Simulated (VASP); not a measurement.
Wanted: the native input for a VASP 6.6.1 run.

| Item | Value |
| --- | --- |
| Task | relaxation of cell and atoms |
| Functional | PBE |
| Potentials or basis | VASP PAW PBE potentials, release 64 (Si, C) |
| Cutoff | 600 eV |
| k mesh | 12 × 12 × 3 |
| Occupations | gaussian, width 0.03 eV |
| Spin | no spin polarisation |
| Further INCAR settings | ALGO = Normal; EDIFF = 1e-07; IBRION = 2; EDIFFG = -0.005; NSW = 90; ISIF = 3 |

The structure of SiC lies in POSCAR:

```
SiC                                     
1.0
    3.0933125027      0.0000000000      0.0000000000
   -1.5466562463      2.6788872110      0.0000000000
    0.0000000000      0.0000000000     10.1263362769
  Si              C             
     4     4
Direct
     0.6666666699999979    0.3333333300000021    0.9378301239298767
     0.3333333300000021    0.6666666699999979    0.4378301239298767
     0.0000000000000000    0.0000000000000000    0.6878988003605770
     0.0000000000000000    0.0000000000000000    0.1878988003605770
     0.6666666699999979    0.3333333300000021    0.7498156860743713
     0.3333333300000021    0.6666666699999979    0.2498156860743714
     0.0000000000000000    1.0000000000000000    0.5004543896351821
     0.0000000000000000    0.0000000000000000    0.0004543896351821
```

The cell is a database's computed one.

The input as run:

INCAR

```
  ALGO = Normal
  EDIFF = 1E-7
  EDIFFG = -0.005
  ENCUT = 600
  GGA = PE
  IBRION = 2
  ISIF = 3
  ISMEAR = 0
  KPAR = 2
  LASPH = T
  LCHARG = F
  LREAL = F
  LWAVE = F
  NELM = 80
  NSW = 90
  PREC = Accurate
  SIGMA = 0.03
```

KPOINTS

```
k-points
0
Gamma
  12 12 3
```

Potentials or basis: VASP PAW PBE potentials, release 64 (Si, C).

Command:

```sh
$ cat potpaw_PBE.64/Si/POTCAR potpaw_PBE.64/C/POTCAR > POTCAR
$ mpirun -np 2 vasp_std > vasp.out
```

It gave:

```yaml
Energy_gained_by_relaxing: 0.0 meV/atom
Ionic_steps: 3
Pressure_after_relaxing: 0.0 GPa
Band_gap_on_the_k_mesh: 2.22 eV, indirect (least direct gap 3.34 eV)
```

Caveat: an odd mesh through Γ misses points on the zone boundary, where band edges often lie.

Wall time 36 s on 2 MPI ranks on Intel(R) Xeon(R) 6975P-C (Granite Rapids) (shared host), peak memory 0.26 GiB a rank.
